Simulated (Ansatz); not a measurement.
**ZrH3: single points about a listed cell**

A set of self-consistent runs on ZrH3 under further strains and shifts, swapped elements, to map its energy surface near the listed cell.

Program: Ansatz 0.2.0. Level of theory: DFT PBEsol, scalar-relativistic, plane waves, PAW. These are calculated values, not measurements.

### Step 1. The system as given

The structure is cubic, space group Pm-3m (No. 221). The conventional cell has a = 3.126 Å, b = 3.126 Å, c = 3.126 Å, α = 90.00°, β = 90.00°, γ = 90.00°. Around Zr (site symmetry m-3m) lie 12 H at 2.21 Å. Around H (site symmetry 4/mmm) lie 4 Zr at 2.21 Å and 8 H at 2.21 Å.

As a file:

```cif
data_structure
_symmetry_space_group_name_H-M 'P 1'
_symmetry_Int_Tables_number 1
_cell_length_a 3.1260
_cell_length_b 3.1260
_cell_length_c 3.1260
_cell_angle_alpha 90.000
_cell_angle_beta 90.000
_cell_angle_gamma 90.000
_cell_volume 30.55
loop_
_atom_site_label
_atom_site_type_symbol
_atom_site_fract_x
_atom_site_fract_y
_atom_site_fract_z
_atom_site_occupancy
Zr1 Zr 0.00000 0.00000 0.00000 1
H1 H 0.00000 0.50000 0.50000 1
H2 H 0.50000 0.00000 0.50000 1
H3 H 0.50000 0.50000 0.00000 1
```

The structure comes from the Materials Project (structure only).

### Step 2. A change within the space group

Against the listed cell: strain xx, yy, zz, yz, xz, xy = -3.5, -3.5, -3.5, +0.0, +0.0, +0.0 %.

File input.yaml:

```yaml
crystal:
  lattice:
    - [3.0155950775, 0.0, 0.0]
    - [0.0, 3.0155950775, 0.0]
    - [0.0, 0.0, 3.0155950775]
  atoms:
    - { symbol: Zr, position: [0.0, 0.0, 0.0] }
    - { symbol: H, position: [0.0, 0.5, 0.5] }
    - { symbol: H, position: [0.5, 0.0, 0.5] }
    - { symbol: H, position: [0.5, 0.5, 0.0] }
basis:
  ecutwfc: 420
kpoints:
  mp_grid: { grid: [14, 14, 14] }
hamiltonian:
  xc: pbesol
scf:
  occupations: { method: gaussian, width: 0.1 }
output:
  forces: true
  stress: true
  eigenvalues: true
  populations: true
```

Command:

```sh
> ansatz run input.yaml --threads 1 --pin off --max-ram 1331MiB --backend cpu --events-out ev --progress --plain --runs-dir out
```

The log of the run, shortened:

```text
Warning: RAYON_NUM_THREADS=1 ignored (pool sized by the plan → 1); use --threads N
[...]
Pseudopotentials: kind: paw
Pseudopotential: Zr, paw, valence charge 12, recommended cutoff 420 eV (normal), Zr.paw.azcp
Pseudopotential: H, paw, valence charge 1, recommended cutoff 420 eV (normal), H.paw.azcp
Functional definition: PBEsol
[...]
Crystal: 4 atoms, lattice volume = 27.423 Å³
Basis set: ecut = 420 eV, 515 PW (Γ), exchange–correlation on 48×48×48 points (8 copies of the dense FFT grid, shifted against one another)
Bands: 12, of which v1, the nominal top of the filled ones, is band 8 counted from 1 (7 counted from 0)
Symmetry: 48 space group operations
Space group: Pm-3m (ITA 221), of the structure as read, at distance tolerance 3.0e-5 Å
k-points: 120 of 2744
[...]
SCF iter   1: F=—  HF=-4176.941093 eV  |F-HF|=—  |Δ(HF+E_count)|=         —  Δρ=8.92e-3  dr2=1.04e-2  ethr=1.77e-3  ⟨swp⟩=5.0  Hψ=7241  notcnv=0
[...]
SCF iter   6: F=-4176.938315 eV  HF=-4176.938315 eV  |F-HF|=9.30e-9  |Δ(HF+E_count)|=   7.98e-8  Δρ=6.94e-6  dr2=1.20e-8  ethr=6.67e-10  ⟨swp⟩=5.6  Hψ=5671  notcnv=0
[...]
SCF converged after 6 iterations
Free energy (F): -4176.938315 eV
[...]
E sigma→0 (E₀):  -4176.936864 eV
Entropy (-TS):   -0.002903 eV (-0.726 meV/atom)
Fermi energy:    13.449598 eV
[...]
--- Forces (eV/Å), atoms counted from 1 ---
  atom   1  Zr    -0.00000000     0.00000000     0.00000000
  atom   2  H      0.00000000     0.00000000     0.00000000
  atom   3  H     -0.00000000    -0.00000000    -0.00000000
  atom   4  H      0.00000000     0.00000000     0.00000000
[...]
--- Stress (GPa, compression-positive) ---
       11.119777       0.000000       0.000000
        0.000000      11.119777       0.000000
        0.000000       0.000000      11.119777
  P = ⅓ Tr σ = 11.1198 GPa (111.198 kbar)
--- Band table (eV; the first three rows and the last of 120) ---
  k-point 0: bands = ["-35.5807", "-13.2414", "-13.2414", "-13.2414", "2.5956", "8.8038", "8.8038", "17.6214", "17.6214", "17.6214", "20.0106", "20.0106"]
[...]
--- Löwdin populations: 4 sites ---
  site symbol       q [e]
     0     Zr     11.6086
     1      H      1.1186
     2      H      1.1186
     3      H      1.1186
  spilling = 0.002375 (of n_electrons = 15.000000)
```

Wall time 14 s (1 thread of an x86-64 CPU, shared host); peak memory 0.35 GiB.

Per atom:

```
atom  Löwdin electrons
 Zr1             11.61
  H2              1.12
  H3              1.12
  H4              1.12
```

### Step 3. Changing settings: chi_scale 0.3

Edit input.yaml of step 2 so:

```diff
@@ -18,6 +18,6 @@
   occupations: { method: gaussian, width: 0.1 }
+  initial_density: { chi_scale: 0.3 }
 output:
   forces: true
+  eigenvalues: true
   stress: true
-  eigenvalues: true
-  populations: true
```

Command:

```sh
> ansatz run input.yaml --threads 1 --pin off --max-ram 1331MiB --backend cpu --events-out ev --progress --plain --runs-dir out
```

The log of the run, shortened:

```text
Warning: RAYON_NUM_THREADS=1 ignored (pool sized by the plan → 1); use --threads N
[...]
Pseudopotentials: kind: paw
Pseudopotential: Zr, paw, valence charge 12, recommended cutoff 420 eV (normal), Zr.paw.azcp
Pseudopotential: H, paw, valence charge 1, recommended cutoff 420 eV (normal), H.paw.azcp
Functional definition: PBEsol
[...]
Crystal: 4 atoms, lattice volume = 27.423 Å³
Basis set: ecut = 420 eV, 515 PW (Γ), exchange–correlation on 48×48×48 points (8 copies of the dense FFT grid, shifted against one another)
Bands: 12, of which v1, the nominal top of the filled ones, is band 8 counted from 1 (7 counted from 0)
Symmetry: 48 space group operations
Space group: Pm-3m (ITA 221), of the structure as read, at distance tolerance 3.0e-5 Å
k-points: 120 of 2744
[...]
SCF iter   1: F=—  HF=-4177.208998 eV  |F-HF|=—  |Δ(HF+E_count)|=         —  Δρ=6.36e-2  dr2=8.44e-1  ethr=3.10e-3  ⟨swp⟩=5.0  Hψ=7218  notcnv=0
[...]
SCF iter   7: F=-4176.938315 eV  HF=-4176.938315 eV  |F-HF|=5.18e-11  |Δ(HF+E_count)|=  7.87e-10  Δρ=8.65e-7  dr2=7.08e-11  ethr=3.82e-11  ⟨swp⟩=1.9  Hψ=4267  notcnv=0
[...]
SCF converged after 7 iterations
Free energy (F): -4176.938315 eV
[...]
E sigma→0 (E₀):  -4176.936864 eV
Entropy (-TS):   -0.002903 eV (-0.726 meV/atom)
Fermi energy:    13.449648 eV
[...]
--- Forces (eV/Å), atoms counted from 1 ---
  atom   1  Zr    -0.00000000     0.00000000     0.00000000
  atom   2  H      0.00000000     0.00000000    -0.00000000
  atom   3  H      0.00000000    -0.00000000     0.00000000
  atom   4  H      0.00000000    -0.00000000     0.00000000
[...]
--- Stress (GPa, compression-positive) ---
       11.119761       0.000000       0.000000
        0.000000      11.119761       0.000000
        0.000000       0.000000      11.119761
  P = ⅓ Tr σ = 11.1198 GPa (111.198 kbar)
--- Band table (eV; the first three rows and the last of 120) ---
  k-point 0: bands = ["-35.5805", "-13.2412", "-13.2412", "-13.2412", "2.5956", "8.8038", "8.8038", "17.6215", "17.6215", "17.6215", "20.0106", "20.0106"]
[...]
```

Wall time 10 s (1 thread of an x86-64 CPU, shared host); peak memory 0.33 GiB.

```
    run     ending  energy change  pressure (GPa)  gap (eV)  force (eV/Å)  cycles  time
 step 2  converged              0            11.1      0.00          0.00       6  14 s
variant  converged   0.0 meV/atom            11.1      0.00          0.00       7  10 s
```

With the changed start the energy agrees within 0.5 meV/atom. Cost: 7 SCF cycles against 6.

### Step 4. A distortion of lower symmetry

The change: strain xx, yy, zz, yz, xz, xy = +7.0, +7.0, -2.0, +0.0, +0.0, +0.0 %.

Edit input.yaml of step 2 so:

```diff
@@ -2,5 +2,5 @@
   lattice:
-    - [3.0155950775, 0.0, 0.0]
-    - [0.0, 3.0155950775, 0.0]
-    - [0.0, 0.0, 3.0155950775]
+    - [3.3441104109, 0.0, 0.0]
+    - [0.0, 3.3441104109, 0.0]
+    - [0.0, 0.0, 3.0627669909]
   atoms:
@@ -13,3 +13,3 @@
 kpoints:
-  mp_grid: { grid: [14, 14, 14] }
+  mp_grid: { grid: [12, 12, 12] }
 hamiltonian:
@@ -22,2 +22 @@
   eigenvalues: true
-  populations: true
```

Command:

```sh
> ansatz run input.yaml --threads 1 --pin off --max-ram 1331MiB --backend cpu --events-out ev --progress --plain --runs-dir out
```

The log of the run, shortened:

```text
Warning: RAYON_NUM_THREADS=1 ignored (pool sized by the plan → 1); use --threads N
[...]
Pseudopotentials: kind: paw
Pseudopotential: Zr, paw, valence charge 12, recommended cutoff 420 eV (normal), Zr.paw.azcp
Pseudopotential: H, paw, valence charge 1, recommended cutoff 420 eV (normal), H.paw.azcp
Functional definition: PBEsol
[...]
Crystal: 4 atoms, lattice volume = 34.251 Å³
Basis set: ecut = 420 eV, 691 PW (Γ), exchange–correlation on 48×48×48 points (8 copies of the dense FFT grid, shifted against one another)
Bands: 12, of which v1, the nominal top of the filled ones, is band 8 counted from 1 (7 counted from 0)
Symmetry: 16 space group operations
Space group: P4/mmm (ITA 123), of the structure as read, at distance tolerance 3.2e-5 Å
k-points: 196 of 1728
[...]
SCF iter   1: F=—  HF=-4176.653229 eV  |F-HF|=—  |Δ(HF+E_count)|=         —  Δρ=1.36e-2  dr2=5.74e-2  ethr=1.77e-3  ⟨swp⟩=5.0  Hψ=11746  notcnv=0
[...]
SCF iter   6: F=-4176.635921 eV  HF=-4176.635921 eV  |F-HF|=5.89e-9  |Δ(HF+E_count)|=   2.80e-7  Δρ=7.36e-6  dr2=1.26e-8  ethr=6.67e-10  ⟨swp⟩=6.5  Hψ=11226  notcnv=0
[...]
SCF converged after 6 iterations
Free energy (F): -4176.635921 eV
[...]
E sigma→0 (E₀):  -4176.633058 eV
Entropy (-TS):   -0.005726 eV (-1.431 meV/atom)
Fermi energy:    10.197495 eV
[...]
--- Forces (eV/Å), atoms counted from 1 ---
  atom   1  Zr     0.00000000     0.00000000     0.00000000
  atom   2  H     -0.00000000    -0.00000000     0.00000000
  atom   3  H     -0.00000000    -0.00000000    -0.00000000
  atom   4  H      0.00000000    -0.00000000    -0.00000000
[...]
--- Stress (GPa, compression-positive) ---
      -20.812596      -0.000000       0.000000
       -0.000000     -20.812596      -0.000000
        0.000000      -0.000000      -3.381130
  P = ⅓ Tr σ = -15.0021 GPa (-150.021 kbar)
--- Band table (eV; the first three rows and the last of 196) ---
  k-point 0: bands = ["-39.2520", "-17.1194", "-17.1194", "-16.8843", "0.6726", "5.9666", "6.8437", "13.0259", "13.6184", "13.6184", "14.7321", "16.1038"]
[...]
```

It took 13 s on 1 thread of an x86-64 CPU, shared host; peak memory 0.38 GiB.

### Step 5. A change within a subgroup

Against the listed cell: strain xx, yy, zz, yz, xz, xy = +2.4, +2.4, +2.4, -2.0, +2.0, -2.0 %.

Edit input.yaml of step 4 so:

```diff
@@ -2,5 +2,5 @@
   lattice:
-    - [3.3441104109, 0.0, 0.0]
-    - [0.0, 3.3441104109, 0.0]
-    - [0.0, 0.0, 3.0627669909]
+    - [3.2007815686, -0.06252076, 0.06252076]
+    - [-0.06252076, 3.2007815686, -0.06252076]
+    - [0.06252076, -0.06252076, 3.2007815686]
   atoms:
```

Command:

```sh
> ansatz run input.yaml --threads 1 --pin off --max-ram 1331MiB --backend cpu --events-out ev --progress --plain --runs-dir out
```

The log of the run, shortened:

```text
Warning: RAYON_NUM_THREADS=1 ignored (pool sized by the plan → 1); use --threads N
[...]
Pseudopotentials: kind: paw
Pseudopotential: Zr, paw, valence charge 12, recommended cutoff 420 eV (normal), Zr.paw.azcp
Pseudopotential: H, paw, valence charge 1, recommended cutoff 420 eV (normal), H.paw.azcp
Functional definition: PBEsol
[...]
Crystal: 4 atoms, lattice volume = 32.755 Å³
Basis set: ecut = 420 eV, 643 PW (Γ), exchange–correlation on 48×48×48 points (8 copies of the dense FFT grid, shifted against one another)
Bands: 12, of which v1, the nominal top of the filled ones, is band 8 counted from 1 (7 counted from 0)
Symmetry: 12 space group operations
Space group: R-3m (ITA 166), of the structure as read, at distance tolerance 3.2e-5 Å
k-points: 189 of 1728
[...]
SCF iter   1: F=—  HF=-4176.859204 eV  |F-HF|=—  |Δ(HF+E_count)|=         —  Δρ=1.15e-2  dr2=3.35e-2  ethr=1.77e-3  ⟨swp⟩=5.0  Hψ=11337  notcnv=0
[...]
SCF iter   6: F=-4176.849231 eV  HF=-4176.849231 eV  |F-HF|=8.69e-10  |Δ(HF+E_count)|=   1.54e-7  Δρ=4.76e-6  dr2=3.63e-9  ethr=6.67e-10  ⟨swp⟩=5.9  Hψ=10242  notcnv=0
[...]
SCF converged after 6 iterations
Free energy (F): -4176.849231 eV
[...]
E sigma→0 (E₀):  -4176.846710 eV
Entropy (-TS):   -0.005041 eV (-1.260 meV/atom)
Fermi energy:    10.728982 eV
[...]
--- Forces (eV/Å), atoms counted from 1 ---
  atom   1  Zr    -0.00000000    -0.00000000     0.00000000
  atom   2  H      0.00000000     0.00000000     0.00000000
  atom   3  H      0.00000000     0.00000000     0.00000000
  atom   4  H      0.00000000     0.00000000     0.00000000
[...]
--- Stress (GPa, compression-positive) ---
      -11.859264       1.926915      -1.926915
        1.926915     -11.859264       1.926915
       -1.926915       1.926915     -11.859264
  P = ⅓ Tr σ = -11.8593 GPa (-118.593 kbar)
--- Band table (eV; the first three rows and the last of 189) ---
  k-point 0: bands = ["-38.5518", "-16.3544", "-16.3544", "-16.3071", "1.0093", "6.9000", "6.9000", "13.9882", "13.9882", "14.1821", "16.4580", "16.4580"]
[...]
```

Wall time 14 s (1 thread of an x86-64 CPU, shared host); peak memory 0.37 GiB.

### Step 6. One element swapped, cell strained: Zr → Mo, first probe

What differs from the listed cell: Mo takes all sites of Zr, and lengths are scaled by 0.953 as a first guess of the size; strain xx, yy, zz, yz, xz, xy = +1.2, +1.2, +1.2, +0.0, +0.0, +0.0 %.

File input.yaml:

```yaml
crystal:
  lattice:
    - [3.0162761105, 0.0, 0.0]
    - [0.0, 3.0162761105, 0.0]
    - [0.0, 0.0, 3.0162761105]
  atoms:
    - { symbol: Mo, position: [0.0, 0.0, 0.0] }
    - { symbol: H, position: [0.0, 0.5, 0.5] }
    - { symbol: H, position: [0.5, 0.0, 0.5] }
    - { symbol: H, position: [0.5, 0.5, 0.0] }
basis:
  ecutwfc: 420
kpoints:
  mp_grid: { grid: [6, 6, 6] }
hamiltonian:
  xc: pbesol
scf:
  occupations: { method: gaussian, width: 0.1 }
output:
  forces: true
  stress: true
  eigenvalues: true
```

Command:

```sh
> ansatz run input.yaml --threads 1 --pin off --max-ram 1331MiB --backend cpu --events-out ev --progress --plain --runs-dir out
```

The log of the run, shortened:

```text
[...]
SCF converged after 6 iterations
Free energy (F): -4943.158681 eV
[...]
E sigma→0 (E₀):  -4943.147989 eV
Entropy (-TS):   -0.021385 eV (-5.346 meV/atom)
Fermi energy:    12.852792 eV
[...]
--- Forces (eV/Å), atoms counted from 1 ---
  atom   1  Mo    -0.00000000     0.00000000    -0.00000000
  atom   2  H      0.00000000     0.00000000     0.00000000
  atom   3  H      0.00000000    -0.00000000     0.00000000
  atom   4  H      0.00000000    -0.00000000     0.00000000
[...]
--- Stress (GPa, compression-positive) ---
      -22.117878       0.000000       0.000000
       -0.000000     -22.117878       0.000000
        0.000000       0.000000     -22.117878
  P = ⅓ Tr σ = -22.1179 GPa (-221.179 kbar)
--- Band table (eV; the first three rows and the last of 20) ---
  k-point 0: bands = ["-48.3874", "-22.2923", "-22.2923", "-22.2923", "1.7950", "7.9566", "7.9566", "14.2043", "14.2043", "14.2043", "18.3900", "18.3900", "21.2336"]
[...]
```

It took 3 s on 1 thread of an x86-64 CPU, shared host; peak memory 0.29 GiB.

(Part 1 of 2 ends here.)
